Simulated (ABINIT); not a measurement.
Crystal: Ir.

```
CELL_PARAMETERS angstrom
2.75138 0.00000 0.00000
-1.37569 2.38276 0.00000
0.00000 0.00000 4.46229
ATOMIC_POSITIONS crystal
Ir 0.33333 0.66667 0.25000
Ir 0.66667 0.33333 0.75000
```

This isn't the form of Ir at room conditions, which is fcc.

- Program: ABINIT 10.8.3 (patched build)
- Task: relaxation of cell and atoms
- Functional: r2SCAN
- Potentials or basis: JTH PAW PBE v2.0
- Cutoff: 517 eV
- k mesh: 9 × 9 × 5
- Occupations: fermi-dirac, width 0.05 eV
- Spin: no spin polarisation

At the start: pressure -7.6 GPa; volume 14.63 Å³/atom.

Where does the relaxation end?

Over 4 steps the energy falls by 7.5 meV/atom and the volume is 14.32 Å³/atom (-2.1 %); space group P6_3/mmc (No. 194, to 0.05 Å).

The path:
```
step  energy change (eV)  largest force (eV/Å)  pressure (GPa)  volume (Å³)
   1              0.0000                0.0000           -7.64        29.25
   2             -0.0150                0.0000            0.79        28.58
   3             -0.0151                0.0000           -0.04        28.64
   4             -0.0151                0.0000            0.01        28.63
```

Final structure:
```yaml
crystal:
  lattice:
    - [2.73199, 0.00000, 0.00000]
    - [-1.36599, 2.36597, 0.00000]
    - [0.00000, 0.00000, 4.42997]
  atoms:
    - { symbol: Ir, position: [0.33333, 0.66667, 0.25000] }
    - { symbol: Ir, position: [0.66667, 0.33333, 0.75000] }
```

Caveat: the PAW data sets were made with another functional, which shifts forces and pressure a little.
